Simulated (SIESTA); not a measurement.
## CuCl2 under changes of volume

One of the cells (46.505 Å³/atom); the others are scaled copies at fixed shape and fractional positions:

```
Cu Cl
1.0
    -2.25486    2.25486    6.85990
     2.25486   -2.25486    6.85990
     2.25486    2.25486   -6.85990
Cu Cl
1 2
Direct
  0.00000 0.00000 0.00000
  0.00000 0.50000 0.50000
  0.50000 0.00000 0.50000
```

Measurements of this composition are mostly on another form, of space group No. 12.

- Program: SIESTA 5.4.2
- Functional: LDA
- Potentials or basis: PseudoDojo 0.4 standard (LDA files)
- Basis: DZP (energy shift 0.003 Ry; two zetas on semicore shells)
- Grid cutoff: 800 Ry
- Energy shift: 0.003 Ry
- k mesh: 8 × 8 × 8
- Occupations: fermi-dirac, width 0.05 eV
- Spin: no spin polarisation

```tsv
volume (Å³/atom)	energy over the lowest point (meV/atom)	pressure (GPa)
43.714	0.00	0.3
44.644	0.05	-0.3
45.574	3.40	-0.8
46.505	9.63	-1.3
47.435	18.45	-1.7
48.365	29.52	-2.1
49.295	?	?
```

Q: What does the run at 49.295 Å³/atom give?

A: Energy over the lowest point 42.57 meV/atom; pressure -2.4 GPa.

Worked out: A Birch-Murnaghan fit of order 3 (a polynomial in V^(-2/3)) to the other rows has its minimum at 44.16 Å³/atom with B0 = V·E''(V) = 29 GPa and B' = 4.8 at fixed shape and positions, which overstates the stiffness. It gives 42.60 meV/atom at 49.295 Å³/atom, against the run's 42.57, and -dE/dV = -2.4 GPa, against -2.4.

Energies are extrapolated to zero smearing.

Caveats: short orbitals over semicore shells can move pressures by several GPa; the basis of atomic orbitals isn't converged, which shifts pressures, moduli and gaps; an odd number of electrons without spin polarisation forces a metal; a magnetic or distorted state may lie lower; the run has no spin polarisation, though such a crystal can be magnetic.
